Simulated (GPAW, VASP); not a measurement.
Given: the input of a run of GPAW 26.7.0 (ASE script) on ZrB2. 

The input run.py:

```python
from ase.dft.bandgap import bandgap
from ase.io import read, write
from ase.units import Bohr, GPa
from gpaw import GPAW, PW
from gpaw.elf import elf_from_dft_calculation

atoms = read('ZrB2.xyz')

calc = GPAW(mode=PW(800),
            xc='LDA',
            kpts={'size': (10, 10, 8), 'gamma': True},
            occupations={'name': 'methfessel-paxton', 'order': 0, 'width': 0.1},
            nbands=20,
            convergence={'density': 1e-05, 'energy': 1e-05},
            maxiter=150,
            txt='gpaw.txt')
atoms.calc = calc
energy = atoms.get_potential_energy()
forces = atoms.get_forces()
stress = atoms.get_stress()
calc.write('gs.gpw')
write('result.traj', atoms)
print(f'Energy: {energy:.6f} eV')
print('Forces (eV/A):')
print(forces.round(4))
print('Stress (GPa):', (stress / GPa).round(3))
print('Fermi level:', round(calc.get_fermi_level(), 4), 'eV')
print(f'Gap: {bandgap(calc)[0]:.4f} eV, direct: {bandgap(calc, direct=True)[0]:.4f} eV')

# fields on the real-space grid
write('density.cube', atoms, data=calc.get_pseudo_density() * Bohr**3)
write('potential.cube', atoms, data=calc.get_electrostatic_potential())
write('elf.cube', atoms, data=elf_from_dft_calculation(calc).data)
```

Contents of ZrB2.xyz:

```xyz
3
Lattice="3.1700000000 0.0000000000 0.0000000000 -1.5850000000 2.7453005300 0.0000000000 0.0000000000 0.0000000000 3.5330000000" Properties=species:S:1:pos:R:3 pbc="T T T"
Zr     0.0000000000      0.0000000000      0.0000000000
B      1.5850000002      0.9151001766      1.7665000000
B     -0.0000000002      1.8302003534      1.7665000000
```

Potentials or basis: the program's PAW data sets (release 1.2.1) made for this functional, pw.

Run with:

```sh
$ OMP_NUM_THREADS=1 python run.py
```

Task: Translate it to VASP 6.6.1. Potentials or basis there: LDA PAW files B, Zr_sv, 520 eV.

Result: As run (cutoffs and basis follow the program's own potentials, and thresholds, step limits or extra output files can differ):

Contents of INCAR:

```
PREC = Accurate
ENCUT = 520
EDIFF = 1E-6
ISMEAR = 0
SIGMA = 0.1
LREAL = F
LASPH = T
NELM = 80
ALGO = Normal
ISIF = 2
LWAVE = F
LCHARG = F
GGA = CA
```

The input KPOINTS:

```
regular mesh
0
Gamma
  10 10 8
```

Contents of POSCAR:

```
ZrB2
1.0
    3.1700000000      0.0000000000      0.0000000000
   -1.5850000000      2.7453005300      0.0000000000
    0.0000000000      0.0000000000      3.5330000000
Zr B
1 2
Direct
    0.0000000000      0.0000000000      0.0000000000
    0.6666666667      0.3333333333      0.5000000000
    0.3333333333      0.6666666667      0.5000000000
```

Potentials or basis: VASP PAW LDA potentials, release 64 (Zr_sv, B).

Run with:

```bash
$ cat potpaw_LDA.64/Zr_sv/POTCAR potpaw_LDA.64/B/POTCAR > POTCAR
$ mpirun -np 1 vasp_std > vasp.out
```

Both were run:

|  | GPAW | VASP |
| --- | --- | --- |
| Pressure | -9.8 GPa | -8.3 GPa |

The two programs' LDA may be different fits to the electron gas.

Pressure is positive in compression.
